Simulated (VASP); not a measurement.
# BaTiO3: single point with r2SCAN

BaTiO3:

```
Ba Ti O
1.0
     3.99980   -0.02667    0.00000
    -0.02667    3.99980    0.00000
     0.00000    0.00000    4.01800
Ba Ti O
1 1 3
Direct
  0.00000 0.00000 0.00000
  0.50000 0.50000 0.49000
  0.50000 0.50000 0.01900
  0.50000 0.00000 0.51700
  0.00000 0.50000 0.51700
```

- Program: VASP 6.6.1
- Task: single point
- Functional: r2SCAN
- Potentials or basis: VASP PAW PBE potentials, release 64 (Ba_sv, Ti_sv, O)
- Cutoff: 520 eV
- k mesh: 4 × 4 × 4
- Occupations: gaussian, width 0.01 eV
- Spin: no spin polarisation
- Dipole correction: no
- Further INCAR settings: ALGO = Normal; EDIFF = 1e-06; NBANDS = 28

```
Pressure               : 1.2 GPa
Largest force          : 0.330 eV/Å
Band gap on the k mesh : 2.15 eV, indirect (least direct gap 2.40 eV)
```

Forces in eV/Å, atoms in the order of the input:
```
Ba   0.000  0.000  0.083
Ti   0.000  0.000 -0.155
O    0.000  0.000  0.330
O    0.000  0.000 -0.129
O    0.000  0.000 -0.129
```

Stress tensor (GPa, compression positive):
```
0.88 1.80 0.00
1.80 0.88 0.00
0.00 0.00 1.87
```

Levels at points of the mesh, in eV from the valence-band top:
```tsv
k point	band 16	band 17	band 18	band 19	band 20	band 21	band 22	band 23	band 24	band 25
(0.00, 0.00, 0.00)	-1.24	-1.17	-0.34	-0.33	-0.25	2.15	2.33	2.38	4.22	4.33
(0.50, 0.00, 0.00)	-1.95	-1.83	-1.73	-0.98	-0.88	2.48	3.84	3.87	4.29	6.23
(0.50, 0.50, 0.00)	-2.70	-1.84	-1.02	-0.97	-0.09	3.87	3.90	4.31	5.02	8.04
(0.00, 0.00, 0.50)	-1.96	-1.95	-1.92	-0.80	-0.68	2.30	3.89	3.91	4.22	6.36
(0.50, 0.00, 0.50)	-2.67	-1.79	-0.93	-0.91	-0.17	3.86	3.91	4.29	5.12	8.02
(0.50, 0.50, 0.50)	-2.44	-2.43	-0.10	-0.08	0.00	4.51	4.53	4.54	7.18	7.33
```

Wall time 89 s on 1 thread of Intel(R) Xeon(R) Platinum 8559C (Emerald Rapids), on a shared host, peak memory 0.19 GiB.

Caveat: the PAW data sets were made with another functional, which shifts forces and pressure a little; spin-orbit coupling is left out, which moves the levels of the heavy elements. r2SCAN opens gaps a little over a GGA but as a rule still falls short of measured ones.
